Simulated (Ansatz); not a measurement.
NiO: single point with PBE

The system is NiO.

```
CELL_PARAMETERS angstrom
0.00000 2.08590 2.08590
2.08590 0.00000 2.08590
2.08590 2.08590 0.00000
ATOMIC_POSITIONS crystal
Ni 0.00000 0.00000 0.00000
O 0.50000 0.50000 0.50000
```

```
Program             : Ansatz 0.2.0
Task                : single point
Functional          : PBE
Potentials or basis : Ansatz PAW
Cutoff              : 300 eV
Density cutoff      : 1200 eV
k mesh              : 11 × 11 × 11
Occupations         : fermi-dirac, width 0.05 eV
Spin                : collinear spin, ferromagnetic start
Starting moments    : [1.0, 0.0] μB
```

* Pressure: 6.3 GPa
* Band gap on the k mesh: none (metal or under the smearing width)
* Net moment: 1.73 μB per cell
* Absolute moment: 1.75 μB per cell
* Site moments: Ni +1.40; O +0.28 μB

Levels at points of the mesh, in eV from the Fermi level:
Spin up:
```csv
k point,band 11,band 12,band 13,band 14,band 15,band 16
"(0.00, 0.00, 0.00)",-2.58,-2.58,-2.58,1.51,17.82,18.87
```
Spin down:
| k point | band 8 | band 9 | band 10 | band 11 | band 12 | band 13 | band 14 | band 15 |
| --- | --- | --- | --- | --- | --- | --- | --- | --- |
| (0.00, 0.00, 0.00) | -2.39 | -1.77 | -1.77 | -1.77 | -0.55 | -0.55 | 1.85 | 17.76 |

It took 2.1 s on 2 threads of Arm Neoverse V2 (shared host), peak memory 0.28 GiB.

The gap isn't set beside the measured one, since this odd mesh misses points on the zone boundary.

Caveat: the pressure holds a Pulay correction of +47.6 GPa for the finite cutoff; a cell with one magnetic atom can't hold antiferromagnetic order, which such compounds often take; semilocal functionals often make such compounds metallic where correlation or magnetic order opens a gap, which also shifts bond lengths; the cutoff lies under the one recommended for these potentials.
